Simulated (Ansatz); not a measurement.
PbO₂ built on the fluorite prototype, 3 atoms and 26 valence electrons in a cell of about 38 Å³, was run 5 times in the PAW code Ansatz, each time on 2 threads of Arm Neoverse N1, with other jobs on the host. The times are single readings and vary with the host's load.

```json
{"run": "relaxation, PBE", "k mesh": "8×8×8", "irreducible k": "29", "cutoff (eV)": "420", "plane waves": "749", "bands": "17", "SCF iterations": "37", "wall time": "9.2 s", "peak host memory (GiB)": "0.31"}
{"run": "relaxation, r2SCAN", "k mesh": "8×8×8", "irreducible k": "29", "cutoff (eV)": "500", "plane waves": "941", "bands": "17", "SCF iterations": "25", "wall time": "12 s", "peak host memory (GiB)": "0.42"}
{"run": "bands, PBE", "k mesh": "8×8×8", "irreducible k": "29", "cutoff (eV)": "420", "plane waves": "725", "bands": "17", "SCF iterations": "7", "wall time": "2.2 s", "peak host memory (GiB)": "0.28"}
{"run": "single point, r2SCAN", "k mesh": "8×8×8", "irreducible k": "29", "cutoff (eV)": "500", "plane waves": "941", "bands": "17", "SCF iterations": "7", "wall time": "3.9 s", "peak host memory (GiB)": "0.4"}
{"run": "single point, HSE06", "k mesh": "6×6×6", "irreducible k": "16", "cutoff (eV)": "420", "plane waves": "725", "bands": "17", "SCF iterations": "19", "wall time": "30 s", "peak host memory (GiB)": "1.1"}
```

The slowest run (single point, HSE06) took about 13 times as long as the quickest (bands, PBE).
